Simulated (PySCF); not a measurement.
**What the settings do**

Molecule: fluoroform (SMILES FC(F)F); geometry GFN2-xTB.

Cartesian coordinates in Å; atom numbers follow the order of the lines, from 1:
```xyz
5

F    -0.9019   -0.8162   -0.4812
C     0.0049   -0.0076    0.0543
F     1.1776   -0.2566   -0.5163
F    -0.3370    1.2458   -0.2195
H     0.0650   -0.1626    1.1456
```

All runs: PySCF, non-relativistic, gas phase unless a solvent (IEF-PCM) is named; grid level 2, GIAOs and SCF threshold 1e-9 unless changed. The yardstick, PBE0/pcSseg-1, gives these isotropic shieldings σ (ppm, equivalent atoms averaged): F1/F3/F4 263.2, C2 62.6, H5 25.08.

Task: What do these inputs give? (1) KT2/def2-QZVP; grid level 3; conv 1e-06; (2) PBE0/cc-pVDZ; guess random; max_cycle 3; (3) revPBE/pcseg-1; aux def2-qzvpp-jkfit; (4) B97-2/def2-QZVP; max_cycle 94; squeeze 0.1; altered: squeeze 0.1; (5) BLYP/def2-SVP; (6) HSE06/Sadlej pVTZ; guess huckel

Result: 
| run | outcome | functions | wall time | F1/F3/F4 | C2 | H5 |
| --- | --- | --- | --- | --- | --- | --- |
| 1 | converged | 258 | 17 s | 251.0 | 64.4 | 24.46 |
| 2 | not converged | 61 | 0.43 s | – | – | – |
| 3 | converged | 61 | 1.8 s | 259.8 | 65.3 | 25.12 |
| 4 | converged | 258 | 14 s | -530.2 | 328.1 | 11.66 |
| 5 | converged | 61 | 1.8 s | 267.4 | 68.0 | 25.50 |
| 6 | converged | 105 | 6.3 s | 271.2 | 69.2 | 24.93 |

Times are on 1 thread of an AMD EPYC 9R14, shared host.

Task: Comment on the technical settings and failures.

Result: 
- Run 1: The functional and orbital basis differ from the yardstick's, which in itself moves the values. A loose SCF threshold (1e-06) leaves errors in the orbitals that response properties inherit.
- Run 2: The SCF stopped after 3 cycles without meeting its threshold and the cycle limit at 3, so no response property followed.
- Run 3: The functional and orbital basis differ from the yardstick's, which in itself moves the values. The other auxiliary basis adds little: it changes only the density-fitting error.
- Run 4: The functional and orbital basis differ from the yardstick's, which in itself moves the values. One bond was set to 0.1 of its length. The cycle limit changes the path of the SCF (14 cycles), not the solution, provided the same state is reached.
- Run 6: The functional and orbital basis differ from the yardstick's, which in itself moves the values. The starting guess changes the path of the SCF (10 cycles), not the solution, provided the same state is reached.

Runs 2, 4 were set up unsoundly or failed; their numbers aren't to be quoted as properties of the molecule.
